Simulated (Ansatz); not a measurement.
AlN with an Al vacancy: field gradients at two levels of theory

Cell: a supercell of AlN (rock salt type, Fm-3m) built from an entry of the Crystallography Open Database (COD; perhaps a calculated or model structure), with the ions relaxed around the defect (PBE).

```cif
data_Al26N27
_symmetry_space_group_name_H-M 'Fm-3m'
_symmetry_Int_Tables_number 225
_cell_length_a 11.8140
_cell_length_b 11.8140
_cell_length_c 11.8140
_cell_angle_alpha 90.000
_cell_angle_beta 90.000
_cell_angle_gamma 90.000
loop_
_atom_site_label
_atom_site_type_symbol
_atom_site_symmetry_multiplicity
_atom_site_Wyckoff_symbol
_atom_site_fract_x
_atom_site_fract_y
_atom_site_fract_z
Al1 Al 48 h 0.1619 0.1619 0.0000
Al4 Al 32 f 0.3338 0.1662 0.1662
Al14 Al 24 e 0.5000 0.5000 0.3328
N27 N 32 f 0.1672 0.1672 0.1672
N29 N 24 e 0.5000 0.5000 0.1739
N31 N 48 i 0.5000 0.3328 0.3328
N40 N 4 b 0.5000 0.5000 0.5000
```

One atom of each set is listed; the run and its k-mesh use a cell of 53 atoms with edges of 8.35, 8.35, 8.35 Å.

First run. Level of theory: DFT, PBE, plane waves and PAW, scalar-relativistic, 420 eV cutoff, Γ-centred 3×3×3 k-points, Fermi–Dirac smearing 0.01 eV, cell charge -3 (Ansatz 0.2.0).

```csv
site,V_zz (10²¹ V/m²),η
Al1,0.79,0.57
Al4,0.021,0.00
Al14,-1.87,0.00
N27,0.26,0.00
N29,-2.33,0.00
N31,-0.54,0.21
```

Second run. The same atoms and settings, except that the functional is r2SCAN and the cutoff is 500 eV.

**Question.** What does the second run give?

**Answer.** 

| site | V_zz | η | change of V_zz |
| --- | --- | --- | --- |
| Al1 | 0.80 | 0.57 | +0.01 |
| Al4 | 0.022 | 0.00 | 0.00 |
| Al14 | -1.87 | 0.00 | 0.00 |
| N27 | 0.28 | 0.00 | +0.02 |
| N29 | -2.37 | 0.00 | -0.04 |
| N31 | -0.55 | 0.20 | -0.01 |

The largest change of V_zz is on N29, from -2.33 to -2.37. In per cent, |V_zz| changes by 0 to +1 on Al, +1 to +2 on N (all sites that start above 0.5). Sites without a gradient aren't listed.

The defect repeats with the cell of 53 atoms, so it feels its images: sites between two images don't show the values beside a lone defect, and zeros or small values of η there can come from the images' arrangement. A uniform background compensates the cell's charge.
For the first run: The cell keeps the host's lattice, where the PBE pressure is 20 GPa (in a charged cell this depends on the convention for the mean potential).
For the second run: With these PAW files V_zz is typically within 2 to 3 % of all-electron values, but misses above 10 % occur on Al. The cell keeps the host's lattice, where the r2SCAN pressure is 14 GPa (in a charged cell this depends on the convention for the mean potential).
